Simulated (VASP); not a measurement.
VASP 6.6.1 run: AlN

INCAR

```
NSW = 0
PREC = Accurate
ISMEAR = -1
IBRION = -1
NELM = 89
LCHARG = .FALSE.
GGA = PE
NBANDS = 8
LASPH = .TRUE.
ISIF = 2
EDIFF = 1E-7
LREAL = .FALSE.
ENCUT = 520
LWAVE = .FALSE.
SIGMA = 0.02
```

KPOINTS

```
KPOINTS created by Atomic Simulation Environment
0
Gamma
10 10 10
0 0 0
```

POSCAR

```
Al N
 1.0000000000000000
     0.0000000000000000    2.0188684521432165    2.0188684521432165
     2.0188684521432165    0.0000000000000000    2.0188684521432165
     2.0188684521432165    2.0188684521432165   -0.0000000000000000
 Al  N
   1   1
Cartesian
  0.0000000000000000 -0.0000000000000000 -0.0000000000000000
  2.0188684521432161  2.0188684521432161  2.0188684521432161
```

The recommended PBE PAW datasets give the neutral cell 8 valence electrons.

Command

```
mpirun -np 1 vasp_std
```

How does this run end, and what does it give?

It converged. Results: gap between bands v and c on the k mesh 4.65 eV; least direct gap on the k mesh 5.74 eV; pressure 6.1 GPa. Band v is the last that the valence electrons fill when counted band by band, and c is the next.

OSZICAR

```
N       E                     dE             d eps       ncg     rms          rms(c)
DAV:   1     0.107414518098E+02    0.10741E+02   -0.41491E+03   792   0.843E+02
DAV:   2    -0.158977473438E+02   -0.26639E+02   -0.24213E+02  1000   0.145E+02
DAV:   3    -0.162858254253E+02   -0.38808E+00   -0.38808E+00   896   0.223E+01
DAV:   4    -0.162866539926E+02   -0.82857E-03   -0.82857E-03  1096   0.933E-01
DAV:   5    -0.162866548338E+02   -0.84113E-06   -0.84113E-06   936   0.237E-02    0.761E+00
DAV:   6    -0.145628557068E+02    0.17238E+01   -0.86674E+00   864   0.200E+01    0.276E+00
DAV:   7    -0.145440002145E+02    0.18855E-01   -0.14122E-01   936   0.340E+00    0.174E+00
DAV:   8    -0.145383544137E+02    0.56458E-02   -0.11975E-02   768   0.134E+00    0.245E-01
DAV:   9    -0.145383367686E+02    0.17645E-04   -0.35841E-04  1056   0.148E-01    0.141E-01
DAV:  10    -0.145383905183E+02   -0.53750E-04   -0.65216E-05   824   0.860E-02    0.308E-02
DAV:  11    -0.145383885730E+02    0.19453E-05   -0.46336E-06  1016   0.155E-02    0.814E-03
DAV:  12    -0.145383882728E+02    0.30020E-06   -0.64770E-07   784   0.700E-03    0.672E-04
DAV:  13    -0.145383882529E+02    0.19870E-07   -0.94001E-09   432   0.106E-03
   1 F= -.14538388E+02 E0= -.14538388E+02  d E =-.147640E-10
```

Standard output (part)

```
POSCAR found type information on POSCAR AlN
 POSCAR found :  2 types and       2 ions
 LDA part: xc-table for (Slater+PW92), standard interpolation
 POSCAR, INCAR and KPOINTS ok, starting setup
 WAVECAR not read
 entering main loop
```

For comparison, a separate PBE run of the intended cell, on usual settings and not on those above, gives a gap of 4.65 eV on its mesh and a pressure of 6.1 GPa.
